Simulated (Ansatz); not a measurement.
Runs of Ansatz 0.2.0 on FePt (Tetraferroplatinum). The structure is tetragonal, space group P4/mmm (No. 123). The conventional cell has a = 2.724 Å, b = 2.724 Å, c = 3.720 Å, α = 90.00°, β = 90.00°, γ = 90.00°. Around Pt (site symmetry 4/mmm) lie 8 Fe at 2.68 Å and 4 Pt at 2.72 Å. Fe (site symmetry 4/mmm) has 8 Pt at 2.68 Å and 4 Fe at 2.72 Å as nearest neighbours. 

| task | level | spin | cell | k mesh | cutoff (eV) | smearing | points for each segment of the path | gap on the mesh (eV) | pressure (GPa) | moment (μB) | relaxed volume (Å³/atom) |
| --- | --- | --- | --- | --- | --- | --- | --- | --- | --- | --- | --- |
| band structure | r2SCAN | non-collinear, ferromagnetic start, SOC | as given | 7 × 7 × 5 | 500 | fermi-dirac 0.05 eV | 14 | none | 1.1 | 3.48 | - |
| band structure | BLYP | collinear, ferromagnetic start | as given | 10 × 10 × 7 | 420 | fermi-dirac 0.05 eV | 14 | none | (a) | 3.22 | - |
| relaxation of cell and atoms | RPBE | collinear, ferromagnetic start | relaxed | 10 × 10 × 7 | 420 | fermi-dirac 0.05 eV | - | - | 0.0 | 3.39 | (b) |
| relaxation of cell and atoms | revPBE+D4 | collinear, ferromagnetic start | relaxed | 10 × 10 × 7 | 420 | fermi-dirac 0.05 eV | - | none | 0.0 | 3.28 | 13.62 |
| relaxation of cell and atoms | BLYP+D4 | collinear, ferromagnetic start | relaxed | 10 × 10 × 7 | 420 | fermi-dirac 0.05 eV | - | none | 0.0 | 3.24 | 13.96 |
| single point | LDA | collinear, ferromagnetic start | as given | 10 × 10 × 7 | 420 | gaussian 0.05 eV | - | none | -12.7 | 3.21 | - |
| band structure | revPBE | collinear, ferromagnetic start | as given | 10 × 10 × 7 | 420 | fermi-dirac 0.05 eV | 14 | none | (c) | 3.30 | - |
| relaxation of cell and atoms | BLYP | collinear, ferromagnetic start | relaxed | 10 × 10 × 7 | 420 | fermi-dirac 0.05 eV | - | - | 0.0 | 3.33 | 14.78 |

Alike in all rows: potentials or basis Ansatz PAW.

Question: Estimate the missing entries.

Answer: (a) 14.1; (b) 14.38; (c) 7.0.

Caveats: the PAW data sets come from PBE, with cores solved anew for the run's functional, which leaves a small shift of forces and pressure; the plane-wave basis is chosen anew once the cell has moved, so the energies of steps on either side of that aren't comparable (some runs); spin-orbit coupling is left out, which moves the levels of the heavy elements (some runs); pairwise dispersion overbinds metals, which lowers pressure and volume (some runs); the magnetic or orbital state may not be the lowest (some runs).

A k mesh can miss the band edges, and rows without SOC leave out spin-orbit coupling on Pt.

A gap of «none» marks a metal or a gap under the smearing width.

Runs at the PBE level aren't shown here.
